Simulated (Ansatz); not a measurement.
# In: the cost of one run

Method: DFT PBE+D3(BJ), scalar-relativistic, plane waves, PAW, in Ansatz 0.2.0.

2 further runs of the same task are left out: 2 set aside as unsound or not needed.

### 1 The starting structure

The structure is hexagonal, space group P6_3/mmc (No. 194). Conventional cell: a = 3.329 Å, b = 3.329 Å, c = 5.468 Å, α = 90.00°, β = 90.00°, γ = 120.00°. Around In (site symmetry -6m2) lie 12 In at 3.33 to 3.34 Å.

As a file:

```
CELL_PARAMETERS angstrom
3.32877 0.00000 0.00000
-1.66438 2.88280 0.00000
0.00000 0.00000 5.46842
ATOMIC_POSITIONS crystal
In 0.33333 0.66667 0.25000
In 0.66667 0.33333 0.75000
```

It goes back to an entry of the Materials Project, which need not be the stable form.

This cell was relaxed beforehand with the same method: volume 26.24 Å³/atom, gap on the mesh none (metal).

### 2 Zero strain

Contents of input.yaml:

```yaml
crystal:
  lattice:
    - [3.3287680751, 0.0, 0.0]
    - [-1.6643840375, 2.8827977163, 0.0]
    - [0.0, 0.0, 5.4684164574]
  atoms:
    - { symbol: In, position: [0.3333333333, 0.6666666667, 0.25] }
    - { symbol: In, position: [0.6666666667, 0.3333333333, 0.75] }
basis:
  ecutwfc: 420
kpoints:
  mp_grid: { grid: [15, 15, 8] }
hamiltonian:
  xc: pbe
  dispersion: d3bj
scf:
  occupations: { method: gaussian, width: 0.1 }
output:
  forces: true
  stress: true
  eigenvalues: true
```

Launch:

```bash
> ansatz run input.yaml --threads 1 --pin off --max-ram 1331MiB --backend cpu --events-out ev --progress --plain --runs-dir out
```

Q: Estimate wall time and peak memory on 1 thread of an Arm CPU, shared host.

About 10 s, with a peak of 0.44 GiB.
